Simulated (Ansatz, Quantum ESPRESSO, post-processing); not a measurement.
# LiCl(001): dielectric constant from slabs in a field, part 2 of 2

Wanted: electronic and ionic screening from finite-field slabs, the first being LiCl(001), 5 layers.

Quantum ESPRESSO 7.5; plane-wave DFT, PBEsol, GBRV ultrasoft pseudopotentials; geometry by Ansatz 0.2.0 with PAW datasets.

So far. Step 12 (Relaxed-ion response of the slab in a field, 5 layers): ε = 0.1000 / 0.0172 = 5.82. Step 13 (Geometry from Ansatz, 9 layers): The relaxation lowers the energy by 3 meV an atom.

### Step 16. Ground state, 9 layers: field 0.1 V/Å

File n9.f1.in:

```
&control
  prefix = 'n9.f1'
  outdir = './out'
  pseudo_dir = './pseudo'
  calculation = 'scf'
  tprnfor = .true.
  tefield = .true.
  dipfield = .true.
/
&system
  ibrav = 0
  nat = 18
  ntyp = 2
  ecutwfc = 40
  ecutrho = 200
  occupations = 'fixed'
  edir = 3
  emaxpos = 0.97
  eopreg = 0.04
  eamp = 0.00194469
/
&electrons
  conv_thr = 1e-10
  mixing_beta = 0.5
  electron_maxstep = 120
/
ATOMIC_SPECIES
  Li  6.9400  li_pbesol_v1.4.uspp.F.UPF
  Cl  35.4500  cl_pbesol_v1.4.uspp.F.UPF
CELL_PARAMETERS angstrom
  3.64159992310000 0.00000000000000 0.00000000000000
  0.00000000000000 3.64159992310000 0.00000000000000
  0.00000000000000 0.00000000000000 36.60000000000000
ATOMIC_POSITIONS crystal
  Li  -0.000000000000 0.000000000000 0.222366336929
  Cl  0.500000000000 0.500000000000 0.217152127901
  Li  0.500000000000 0.500000000000 0.287085847885
  Cl  -0.000000000000 0.000000000000 0.289094650081
  Li  0.000000000000 0.000000000000 0.359760841791
  Cl  0.500000000000 0.500000000000 0.359162568109
  Li  0.500000000000 0.500000000000 0.429469899263
  Cl  0.000000000000 0.000000000000 0.429650570830
  Li  -0.000000000000 0.000000000000 0.500000004018
  Cl  0.500000000000 0.500000000000 0.499999994894
  Li  0.500000000000 0.500000000000 0.570530105603
  Cl  -0.000000000000 0.000000000000 0.570349424630
  Li  -0.000000000000 0.000000000000 0.640239162523
  Cl  0.500000000000 0.500000000000 0.640837432772
  Li  0.500000000000 0.500000000000 0.712914154907
  Cl  -0.000000000000 0.000000000000 0.710905346043
  Li  -0.000000000000 0.000000000000 0.777633663812
  Cl  0.500000000000 0.500000000000 0.782847868009
K_POINTS automatic
  6 6 1 0 0 0
```

Started as:

```console
OMP_NUM_THREADS=1 mpirun -n 8 pw.x -nk 2 -in n9.f1.in > n9.f1.out
```

Wall time 72 s (8 MPI ranks of Arm Neoverse V2, shared host); peak memory 0.95 GiB.

Read from the output:

* free energy: -5858.1565 eV
* dipole along the normal: 0.1154 e·Å
* valence top, on the run's zero: -1.288 eV

### Step 17. Electrostatic potential, 9 layers

File n9.f1.pot.in:

```
&inputpp
  prefix = 'n9.f1'
  outdir = './out'
  filplot = 'n9.f1.pot.dat'
  plot_num = 11
/
```

Started as:

```console
OMP_NUM_THREADS=1 mpirun -n 8 pp.x -in n9.f1.pot.in > n9.f1.pot.out
```

It took 1 s on 8 MPI ranks; peak memory 0.12 GiB.

Read from the output:

```
slope of the potential above                                          : 0.1000 eV/Å
upper vacuum line continued to the top atoms, over the valence top    : 7.012 eV
slope of the potential below                                          : 0.09997 eV/Å
lower vacuum line continued to the bottom atoms, over the valence top : 6.517 eV
```

The slope in the vacuum is 0.100 eV/Å for an applied 0.10 V/Å, as it should be.

### Step 18. Clamped-ion dielectric constant from the field inside the slab, 9 layers

Read from the output:

| Quantity | Value |
| --- | --- |
| polarisability a cell | 16.62 Å³ |
| sheet polarisability 4πα/A | 15.75 Å |
| change of slope inside | 0.03328 eV/Å |
| dielectric constant | 3.004 |

Running mean over one layer period, set to zero at the slab's centre. Change of the potential energy, second field less first against z:

```tsv
z (Å)	change of the potential energy, second field less first (eV)
0	-0.296
2	-0.842
4	-0.642
6	-0.451
8	-0.342
10	-0.277
12	-0.210
14	-0.143
16	-0.0766
18	-0.00998
20	0.0566
22	0.123
24	0.190
26	0.257
28	0.322
30	0.407
32	0.584
34	0.783
36	0.130
```

ε = 0.1000 / 0.0333 = 3.00.

### Step 19. By thickness

The sheet polarisability 4πα/A by layers:

```tsv
layers	sheet polarisability 4πα/A (Å)
5.00	8.87
9.00	15.7
```

The dielectric constant stays at 3.00 for layers from 5 to 9.

### Step 20. SCF with pw.x, 5 layers, with eopreg = 0.01

How much does a setting matter? One run is repeated with a change.

File n5.f1.w0.in:

```
&control
  prefix = 'n5.f1.w0'
  outdir = './out'
  pseudo_dir = './pseudo'
  calculation = 'scf'
  tprnfor = .true.
  tefield = .true.
  dipfield = .true.
/
&system
  ibrav = 0
  nat = 10
  ntyp = 2
  ecutwfc = 40
  ecutrho = 200
  occupations = 'fixed'
  edir = 3
  emaxpos = 0.97
  eopreg = 0.01
  eamp = 0.00194469
/
&electrons
  conv_thr = 1e-10
  mixing_beta = 0.5
  electron_maxstep = 120
/
ATOMIC_SPECIES
  Li  6.9400  li_pbesol_v1.4.uspp.F.UPF
  Cl  35.4500  cl_pbesol_v1.4.uspp.F.UPF
CELL_PARAMETERS angstrom
  3.64159992310000 0.00000000000000 0.00000000000000
  0.00000000000000 3.64159992310000 0.00000000000000
  0.00000000000000 0.00000000000000 26.30000000000000
ATOMIC_POSITIONS crystal
  Li  0.000000000000 0.000000000000 0.309494161019
  Cl  0.500000000000 0.500000000000 0.302332766169
  Li  0.500000000000 0.500000000000 0.399846372472
  Cl  -0.000000000000 0.000000000000 0.402359854742
  Li  -0.000000000000 0.000000000000 0.499999999836
  Cl  0.500000000000 0.500000000000 0.499999998092
  Li  0.500000000000 0.500000000000 0.600153628356
  Cl  -0.000000000000 0.000000000000 0.597640145242
  Li  0.000000000000 0.000000000000 0.690505840486
  Cl  0.500000000000 0.500000000000 0.697667233587
K_POINTS automatic
  6 6 1 0 0 0
```

Started as:

```console
OMP_NUM_THREADS=1 mpirun -n 8 pw.x -nk 2 -in n5.f1.w0.in > n5.f1.w0.out
```

Run time: 24 s. Hardware: 8 MPI ranks; peak memory 0.67 GiB.

Beside the run it was changed from:

```tsv
quantity	this run	unchanged run	difference
dipole along the normal (e·Å)	0.06500	0.06500	0
free energy (eV)	-3254.392	-3254.392	0
wall time (s)	24	24	
SCF iterations	13	13
```

The free energy moves by +0 meV an atom.

The physical values in this table stay within 0.05 %.

### Step 21. SCF with pw.x, 5 layers, with edir = 1

Another try, with an input changed as a hurried user might.

File n5.f1.bad.in:

```
&control
  prefix = 'n5.f1.bad'
  outdir = './out'
  pseudo_dir = './pseudo'
  calculation = 'scf'
  tprnfor = .true.
  tefield = .true.
  dipfield = .true.
/
&system
  ibrav = 0
  nat = 10
  ntyp = 2
  ecutwfc = 40
  ecutrho = 200
  occupations = 'fixed'
  edir = 1
  emaxpos = 0.97
  eopreg = 0.04
  eamp = 0.00194469
/
&electrons
  conv_thr = 1e-10
  mixing_beta = 0.5
  electron_maxstep = 75
/
ATOMIC_SPECIES
  Li  6.9400  li_pbesol_v1.4.uspp.F.UPF
  Cl  35.4500  cl_pbesol_v1.4.uspp.F.UPF
CELL_PARAMETERS angstrom
  3.64159992310000 0.00000000000000 0.00000000000000
  0.00000000000000 3.64159992310000 0.00000000000000
  0.00000000000000 0.00000000000000 26.30000000000000
ATOMIC_POSITIONS crystal
  Li  0.000000000000 0.000000000000 0.309494161019
  Cl  0.500000000000 0.500000000000 0.302332766169
  Li  0.500000000000 0.500000000000 0.399846372472
  Cl  -0.000000000000 0.000000000000 0.402359854742
  Li  -0.000000000000 0.000000000000 0.499999999836
  Cl  0.500000000000 0.500000000000 0.499999998092
  Li  0.500000000000 0.500000000000 0.600153628356
  Cl  -0.000000000000 0.000000000000 0.597640145242
  Li  0.000000000000 0.000000000000 0.690505840486
  Cl  0.500000000000 0.500000000000 0.697667233587
K_POINTS automatic
  6 6 1 0 0 0
```

Started as:

```console
OMP_NUM_THREADS=1 mpirun -n 8 pw.x -nk 2 -in n5.f1.bad.in > n5.f1.bad.out
```

Run time: 31 s. Hardware: 8 MPI ranks; peak memory 0.67 GiB; 4 min of CPU time.

Residual by cycle:

cycle, log10 residual and a bar from the least value:
```
        1        1.1 ##############################
        2       -0.3 ##########################
        4       -0.7 #########################
        5       -2.0 ######################
        6       -2.1 ######################
        8       -3.6 #################
        9       -4.8 ##############
       11       -5.7 ############
       12       -6.3 ##########
       13       -6.7 #########
       15       -8.5 #####
       16      -10.2
```

The cycle converged. A setting was moved off its sound value on purpose, so this run is a test.

The fault put into the input: the field along an axis without vacuum (system.edir = 1).

The sawtooth now points along the plane and cuts through the slab, so dipole and levels describe no physical state.

### Step 22. Worked from the printed numbers

A slab of thickness t takes t(1 − 1/ε) off the field's path. Four layers: (15.747 − 8.869) / 10.307 = 0.6673, so ε = 1/(1 − 0.6673) = 3.01.

### Step 23. Summary of results

| Property | Result |
| --- | --- |
| clamped-ion dielectric constant, 5 layers | 3.00 |
| clamped-ion dielectric constant, 9 layers | 3.00 |
| relaxed-ion value, 5 layers, two rough readings (polarisability, inner slope) | 8.1, 5.8 |
| sheet polarisability, 5 layers | 8.87 Å |
| sheet polarisability, 9 layers | 15.7 Å |

**Reading.** The electronic dielectric constant inside comes to 3.00; with the ions free five layers give only rough readings (PBEsol, GBRV ultrasoft). Four more layers add 10.31 Å and 6.88 Å of sheet polarisability; 1 − 1/ε = 0.667 then gives ε = 3.01 for the interior, free of the surfaces. With the ions free 4πα/A grows from 8.87 to 11.65 Å. At the thickness that the clamped run implies, 13.30 Å, this is ε = 8.1, with the answer of the surface ions in it; the slope of the inner potential gives 5.8, but that slope is small and hangs on the window of the fit. The cubic lattice constant was set to 5.15 Å, near the PBE value. These functionals tend to put the electronic constant too high, and five layers have little bulk-like interior. Neither relaxed-ion reading is the bulk's static constant.

[Logs are printed without paths, hosts, clocks, repeated set-up lines and the standing remarks that a program may print on its own settings, such as how far it seeks lower states.]

[Hosts, paths, dates, database ids (printed as entryN), source tags and the programs' standing remarks are cut or masked in the printed files.]

[Maps of the electrostatic potential energy from Ansatz leave out the sawtooth potential of an applied field or a dipole correction, so their vacuum need not be flat; planar profiles and work functions include it.]
